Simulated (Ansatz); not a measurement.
# Straining BP

The calculation used Ansatz, DFT PBEsol, scalar-relativistic, plane waves, PAW. Settings: 420 eV cutoff, 8×8×6 k-mesh, Gaussian smearing of 0.02 eV, no spin polarisation.

Reference structure (relaxed):

```
CELL_PARAMETERS angstrom
2.26010 2.26010 0.00000
-2.26010 2.26010 0.00000
0.00000 0.00000 4.52020
ATOMIC_POSITIONS crystal
B 0.00000 0.00000 0.00000
B 0.50000 0.50000 0.50000
P 0.50000 0.00000 0.75000
P 0.00000 0.50000 0.25000
```

Deformation: uniaxial strain along a, with the lengths of b and c and the atoms relaxed and the angles held, all within the symmetry that the strain leaves. Energies are extrapolated to zero smearing. Gaps are Kohn–Sham gaps over the whole zone.

```tsv
strain (%)	ΔE (meV/atom)	a (Å)	b (Å)	c (Å)	gap (eV)
-4.5	30.6	3.052	3.199	4.565	0.53
-3.0	13.2	3.100	3.198	4.550	0.74
-1.5	3.2	3.148	3.197	4.535	0.94
+0.0	0.0	3.196	3.196	4.520	1.11
+1.5	3.0	3.244	3.196	4.504	0.94
+3.0	11.6	3.292	3.195	4.488	0.74
+4.5	25.4	3.340	3.194	4.472	0.51
```

(1) What stiffness (1/V) d²E/dε² at zero strain does a cubic fit over all points give?

(2) How does the free axis b answer a small strain?

(3) How fast does the gap move with strain on either side?

Results:

(1) A cubic fit gives (1/V) d²E/dε² = 384 GPa at zero strain (Young's modulus along this axis, angles held).

(2) Between the innermost points its strain is -0.02 times the applied one.

(3) 117 meV per percent on the compressed side and -113 meV per percent on the stretched side.